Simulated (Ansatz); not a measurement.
# AlPt (Pm-3m) in Ansatz: convergence with wavefunction cutoff

Aim: find how far wavefunction cutoff must go before the results for AlPt settle, at PBEsol. This setting moves, with any that are tied to it; all else stays.

Program: Ansatz 0.2.0. These are calculated values, not measurements. Logs are shortened: lines on timing, memory, paths and dates and some standing lists are left out, and cuts for length are marked.

## (1) The structure

It takes space group Pm-3m (No. 221, cubic). Conventional cell: a = 3.092 Å, b = 3.092 Å, c = 3.092 Å, α = 90.00°, β = 90.00°, γ = 90.00°. Pt (site symmetry m-3m) has 8 Al at 2.68 Å as nearest neighbours. Around Al (site symmetry m-3m) lie 8 Pt at 2.68 Å.

Measurements of this composition are mostly on another form, of space group No. 198.

## (2) With wavefunction cutoff 200 eV

input.yaml reads:

```yaml
crystal:
  lattice:
    - [3.091546, 0.0, 0.0]
    - [0.0, 3.091546, 0.0]
    - [0.0, 0.0, 3.091546]
  atoms:
    - { symbol: Pt, position: [0.5, 0.5, 0.5] }
    - { symbol: Al, position: [0.0, 0.0, 0.0] }
hamiltonian:
  xc: pbesol
  pseudopotentials: { kind: paw }
kpoints:
  mp_grid: { grid: [7, 7, 7] }
scf:
  occupations: { method: fermi_dirac, width: 0.05 }
output:
  forces: true
  stress: true
  eigenvalues: true
basis:
  ecutwfc: "200 eV"
```

Potentials or basis: Ansatz PAW.

Started as:

```
$ ansatz run input.yaml --threads 2 --pin off --max-ram 5632MiB --backend cpu --events-out ev --progress --plain --runs-dir out
```

Output:

```text
Warning: basis.ecutwfc = 200 eV is below the records' recommended 420 eV, and the density's cutoff is lower with it unless basis.ecutrho_ratio is high enough to keep the records' density cutoff: compare with a run at a higher cutoff
Warning: RAYON_NUM_THREADS=2 ignored (pool sized by the plan → 2); use --threads N
Engine: ansatz 0.2.0, aarch64-unknown-linux-gnu
Pseudopotentials: kind: paw
Pseudopotential: Pt, paw, valence charge 18, recommended cutoff 420 eV (normal), Pt.paw.azcp
Pseudopotential: Al, paw, valence charge 3, recommended cutoff 420 eV (normal), Al.paw.azcp
Functional definition: PBEsol
  exchange = pbesol_x
  correlation = pbesol_c
Crystal: 2 atoms, lattice volume = 29.548 Å³
Basis set: ecut = 200 eV, 179 PW (Γ), exchange–correlation on 30×30×30 points (8 copies of the dense FFT grid, shifted against one another)
Bands: 15, of which v1, the nominal top of the filled ones, is band 11 counted from 1 (10 counted from 0)
Symmetry: 48 space group operations
Space group: Pm-3m (ITA 221), of the structure as read, at distance tolerance 3.1e-5 Å
k-points: 20 of 343
Non-local potential: Pt, projectors of the file, l = 0: 3, l = 1: 2, l = 2: 2, l = 3: 1
Non-local potential: Al, projectors of the file, l = 0: 2, l = 1: 2, l = 2: 1
PAW form: soft (Blöchl's): semilocal exchange-correlation on the pseudo side does not see the compensation charge
PAW frozen core: Pt, regenerated for the run's functional, and the local potential with it (the file was generated under x = pbe(κ = 0.804, μ = 0.2195149727645171), c = pbe(β = 0.06672455060314922))
PAW frozen core: Al, regenerated for the run's functional, and the local potential with it (the file was generated under x = pbe(κ = 0.804, μ = 0.2195149727645171), c = pbe(β = 0.06672455060314922))
PAW one-centre angular grid: Pt, 590 points (default); XC on 64 Gauss nodes
PAW one-centre angular grid: Al, 110 points (default); XC on 64 Gauss nodes
Initial density: superposition of atomic densities (neutral atoms: chi_scale 0, normalization atom), corrected by the library's trained network
Initial wavefunctions: pseudopotential atomic-orbital guess
Functional: x = pbesol(κ = 0.804, μ = 0.12345679012345678), c = pbesol(β = 0.046)
SCF iter   1: F=—  HF=-12900.426612 eV  |F-HF|=—  |Δ(HF+E_count)|=         —  Δρ=1.16e-1  dr2=2.49e0  ethr=1.77e-3  ⟨swp⟩=4.2  Hψ=1340  notcnv=0
preconditioner: auto → none  [insulator: Δε(μ)=0.255 eV  Ē_g=10.104 eV  σ=0.050 eV  W_gap=0.78  n_scr=6 (ndim 8)  ℏωp=24.6 eV  f_vac=0.000  D(μ)=0.58/eV (n_scr^D=0)  ε∞_Penn≈6.9]
SCF iter   2: F=—  HF=-12899.576170 eV  |F-HF|=—  |Δ(HF+E_count)|=   8.50e-1  Δρ=4.19e-2  dr2=2.27e-1  ethr=1.77e-3  ⟨swp⟩=2.0  Hψ=755  notcnv=0  defer=5
SCF iter   3: F=—  HF=-12899.498999 eV  |F-HF|=—  |Δ(HF+E_count)|=   7.72e-2  Δρ=6.83e-3  dr2=4.55e-3  ethr=1.08e-3  ⟨swp⟩=2.5  Hψ=582  notcnv=0  defer=5
SCF iter   4: F=—  HF=-12899.499267 eV  |F-HF|=—  |Δ(HF+E_count)|=   2.68e-4  Δρ=2.61e-4  dr2=1.07e-5  ethr=2.17e-5  ⟨swp⟩=1.1  Hψ=361  notcnv=0  defer=5
SCF iter   5: F=—  HF=-12899.499257 eV  |F-HF|=—  |Δ(HF+E_count)|=   9.94e-6  Δρ=2.26e-5  dr2=1.03e-7  ethr=5.11e-8  ⟨swp⟩=2.2  Hψ=410  notcnv=0  defer=5
SCF iter   6: F=-12899.499257 eV  HF=-12899.499257 eV  |F-HF|=1.31e-10  |Δ(HF+E_count)|=   2.25e-8  Δρ=1.54e-6  dr2=2.19e-10  ethr=4.76e-10  ⟨swp⟩=5.0  Hψ=1074  notcnv=0
SCF 1 converged in 6 iterations: F = -12899.499257 eV  dr2 = 2.19e-10
SCF converged after 6 iterations
Free energy (F): -12899.499257 eV
Harris-Foulkes:  -12899.499257 eV  (|F-HF|=1.31e-10)
Internal energy: -12899.496158 eV  (E = F + TS)
E sigma→0 (E₀):  -12899.497707 eV
Entropy (-TS):   -0.003099 eV (-1.550 meV/atom)
Fermi energy:    17.062062 eV
--- Per-component energies (eV) ---
  E_band       = -235.562358
  E_kinetic    = 687.040514
  E_local      = -2117.243049  (includes V_loc(G=0)·N_el)
  E_nonlocal   = 176.786826
  E_hartree    = 817.987781
  E_xc         = -306.634612
  E_vxc        = -340.793072  (∫ρ·V_xc dr)
  E_paw        = -9755.669530  (= ΣΔE_a)
  E_vpaw       = -277.327698  (= ΣTr[D̂ρ^β])
  E_aug_tail   = -0.001142  (compensation charges beyond the density's cutoff)
  E_ewald      = -2402.069067
  E_core_change = 0.306120  (= ΣΔE_core)
  E_smearing   = -0.003099  (= −TS)
  E_closure    = 0.000000  (closes the sum)
  Σ components = -12899.499257   (vs F -12899.499257, Δ=0.00e0)
--- Forces (eV/Å), atoms counted from 1 ---
  atom   1  Pt     0.00000000    -0.00000000    -0.00000000
  atom   2  Al    -0.00000000     0.00000000    -0.00000000
  max |Σ_I F_I| component: 1.01e-28 eV/Å
--- Stress (GPa, compression-positive) ---
       -0.289425       0.000000       0.000000
        0.000000      -0.289425       0.000000
        0.000000       0.000000      -0.289425
  P = ⅓ Tr σ = -0.2894 GPa (-2.894 kbar)
--- Band table (eV; the first three rows and the last of 20) ---
  k-point 0: bands = ["-84.7623", "-37.6589", "-37.6589", "-37.6589", "5.3054", "11.2944", "11.2944", "14.5319", "14.5319", "14.5319", "21.1025", "21.1025", "21.1025", "25.9143", "25.9143"]
  k-point 1: bands = ["-84.7960", "-37.8094", "-37.7291", "-37.7291", "5.6734", "11.2587", "11.3420", "13.9143", "13.9143", "14.5827", "19.0680", "21.6915", "21.6915", "25.2362", "26.2662"]
  k-point 2: bands = ["-84.7906", "-37.8283", "-37.7243", "-37.7243", "6.7494", "11.4744", "11.5170", "13.2299", "13.2299", "14.7459", "16.7744", "23.2411", "23.2411", "24.0153", "26.7458"]
  k-point 19: bands = ["-84.7858", "-37.7795", "-37.7687", "-37.7687", "10.4023", "10.7123", "10.7123", "15.1906", "15.1906", "16.7839", "18.0076", "19.3290", "19.3290", "22.2622", "23.3983"]
```

It took 0.33 s on 2 threads of Arm Neoverse V2, shared host; peak memory 0.24 GiB.

What came out:

```yaml
Free_energy: -12899.4993 eV
Pressure: -0.3 GPa
Band_gap_on_the_k_mesh: none (metal or under the smearing width)
```

## (3) With wavefunction cutoff 250 eV

Changes to input.yaml since step 2:

```diff
@@ -20,2 +20,2 @@
 basis:
-  ecutwfc: "200 eV"
+  ecutwfc: "250 eV"
```

Potentials or basis: Ansatz PAW.

Started as:

```
$ ansatz run input.yaml --threads 2 --pin off --max-ram 5632MiB --backend cpu --events-out ev --progress --plain --runs-dir out
```

Run time: 0.35 s. Hardware: 2 threads of Arm Neoverse V2, shared host; peak memory 0.24 GiB.

Results:

```yaml
Free_energy: -12908.5911 eV
Pressure: -4.6 GPa
Band_gap_on_the_k_mesh: none (metal or under the smearing width)
```

## (4) With wavefunction cutoff 300 eV

Changes to input.yaml since step 3:

```diff
@@ -20,2 +20,2 @@
 basis:
-  ecutwfc: "250 eV"
+  ecutwfc: "300 eV"
```

Started as:

```
$ ansatz run input.yaml --threads 2 --pin off --max-ram 5632MiB --backend cpu --events-out ev --progress --plain --runs-dir out
```

Run time: 0.37 s. Hardware: 2 threads of Arm Neoverse V2, shared host; peak memory 0.24 GiB.

What came out:

```
Free energy            : -12910.0670 eV
Pressure               : -5.4 GPa
Band gap on the k mesh : none (metal or under the smearing width)
```

## (5) With wavefunction cutoff 350 eV

Changes to input.yaml since step 4:

```diff
@@ -20,2 +20,2 @@
 basis:
-  ecutwfc: "300 eV"
+  ecutwfc: "350 eV"
```

Started as:

```
$ ansatz run input.yaml --threads 2 --pin off --max-ram 5632MiB --backend cpu --events-out ev --progress --plain --runs-dir out
```

It took 0.39 s on 2 threads of Arm Neoverse V2, shared host; peak memory 0.25 GiB.

What came out:

| Item | Value |
| --- | --- |
| Free energy | -12910.2254 eV |
| Pressure | -5.9 GPa |
| Band gap on the k mesh | none (metal or under the smearing width) |

## (6) With wavefunction cutoff 400 eV

Changes to input.yaml since step 5:

```diff
@@ -20,2 +20,2 @@
 basis:
-  ecutwfc: "350 eV"
+  ecutwfc: "400 eV"
```

Potentials or basis: Ansatz PAW.

Started as:

```
$ ansatz run input.yaml --threads 2 --pin off --max-ram 5632MiB --backend cpu --events-out ev --progress --plain --runs-dir out
```

Run time: 0.44 s. Hardware: 2 threads of Arm Neoverse V2, shared host; peak memory 0.26 GiB.

It converged, with:

```
Free energy            : -12910.2384 eV
Pressure               : -5.9 GPa
Band gap on the k mesh : none (metal or under the smearing width)
```

## (7) With wavefunction cutoff 450 eV

Changes to input.yaml since step 6:

```diff
@@ -20,2 +20,2 @@
 basis:
-  ecutwfc: "400 eV"
+  ecutwfc: "450 eV"
```

Started as:

```
$ ansatz run input.yaml --threads 2 --pin off --max-ram 5632MiB --backend cpu --events-out ev --progress --plain --runs-dir out
```

Wall time 0.45 s (2 threads of Arm Neoverse V2, shared host); peak memory 0.26 GiB.

The run converged. Its results:

- Free energy: -12910.2402 eV
- Pressure: -5.9 GPa
- Band gap on the k mesh: none (metal or under the smearing width)

## (8) With wavefunction cutoff 500 eV

Changes to input.yaml since step 7:

```diff
@@ -20,2 +20,2 @@
 basis:
-  ecutwfc: "450 eV"
+  ecutwfc: "500 eV"
```

Started as:

```
$ ansatz run input.yaml --threads 2 --pin off --max-ram 5632MiB --backend cpu --events-out ev --progress --plain --runs-dir out
```

Wall time 0.47 s (2 threads of Arm Neoverse V2, shared host); peak memory 0.26 GiB.

The run converged. Its results:

```yaml
Free_energy: -12910.2411 eV
Pressure: -5.9 GPa
Band_gap_on_the_k_mesh: none (metal or under the smearing width)
```

## (9) With wavefunction cutoff 600 eV

Changes to input.yaml since step 8:

```diff
@@ -20,2 +20,2 @@
 basis:
-  ecutwfc: "500 eV"
+  ecutwfc: "600 eV"
```

Potentials or basis: Ansatz PAW.

Started as:

```
$ ansatz run input.yaml --threads 2 --pin off --max-ram 5632MiB --backend cpu --events-out ev --progress --plain --runs-dir out
```

Run time: 0.56 s. Hardware: 2 threads of Arm Neoverse V2, shared host; peak memory 0.28 GiB.

Results (log left out):

| Property | Result |
| --- | --- |
| Free energy | -12910.2414 eV |
| Pressure | -5.9 GPa |
| Band gap on the k mesh | none (metal or under the smearing width) |

## (10) With wavefunction cutoff 800 eV

Changes to input.yaml since step 9:

```diff
@@ -20,2 +20,2 @@
 basis:
-  ecutwfc: "600 eV"
+  ecutwfc: "800 eV"
```

Started as:

```
$ ansatz run input.yaml --threads 2 --pin off --max-ram 5632MiB --backend cpu --events-out ev --progress --plain --runs-dir out
```

Run time: 0.68 s. Hardware: 2 threads of Arm Neoverse V2, shared host; peak memory 0.3 GiB.

It converged, with:

```yaml
Free_energy: -12910.2416 eV
Pressure: -5.9 GPa
Band_gap_on_the_k_mesh: none (metal or under the smearing width)
```

## (11) Result

| wavefunction cutoff | energy less the tightest run, at zero smearing (meV/atom) | pressure (GPa) | SCF cycles | CPU time (s) | peak memory (GiB) |
| --- | --- | --- | --- | --- | --- |
| 200 eV | 5371.00 | -0.29 | 6 | 0.51 | 0.24 |
| 250 eV | 825.19 | -4.58 | 6 | 0.55 | 0.24 |
| 300 eV | 87.28 | -5.38 | 6 | 0.6 | 0.24 |
| 350 eV | 8.10 | -5.90 | 6 | 0.62 | 0.25 |
| 400 eV | 1.60 | -5.93 | 6 | 0.73 | 0.26 |
| 450 eV | 0.67 | -5.93 | 6 | 0.76 | 0.26 |
| 500 eV | 0.25 | -5.93 | 6 | 0.79 | 0.26 |
| 600 eV | 0.09 | -5.94 | 6 | 0.97 | 0.28 |
| 800 eV | 0.00 | -5.94 | 6 | 1.2 | 0.3 |

Against the tightest run, the energy stays within 1 meV/atom from 450 eV on; the pressure stays within 0.1 GPa from 350 eV on. The tightest run that finished is the yardstick and may itself not be fully converged.

Caveats: the PAW data sets come from PBE, with cores solved anew for the run's functional, which leaves a small shift of forces and pressure.
